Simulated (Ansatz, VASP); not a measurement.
**GaCo in VASP and in Ansatz**

```
Ga Co
1.0
     2.84963    0.00000    0.00000
     0.00000    2.84963    0.00000
     0.00000    0.00000    2.84963
Ga Co
1 1
Direct
  0.50000 0.50000 0.50000
  0.00000 0.00000 0.00000
```

Alike in both runs: functional PBE; dispersion D3(BJ); k mesh 14 × 14 × 14; occupations gaussian, width 0.1 eV; collinear spin.

Ansatz relaxed the structure, and its values are those at the end. VASP's run is a single point on that final structure, the one shown.

|  | VASP | Ansatz |
| --- | --- | --- |
| version | VASP 6.6.1 | Ansatz 0.2.0 |
| potentials or method | VASP PAW PBE potentials, release 64 (Ga_d, Co) | scalar-relativistic, plane waves, PAW |
| plane-wave cutoff (eV) | 520 | 420 |
| valence electrons in the cell | 22 | 30 |

```csv
,VASP,Ansatz,Ansatz less VASP
gap on the k mesh at the Fermi level (eV),none,none,-
pressure (GPa),0.2,0.0,-0.24
net moment per atom (μB),0.01,0.00,-0.014
```

A gap of «none» marks a metal or a gap that the smearing closes. The two sets of potentials don't hold the same shells in valence. Ansatz warned: «seeded_moment_not_kept».

Caveats: pairwise dispersion overbinds metals, which lowers pressure and volume.
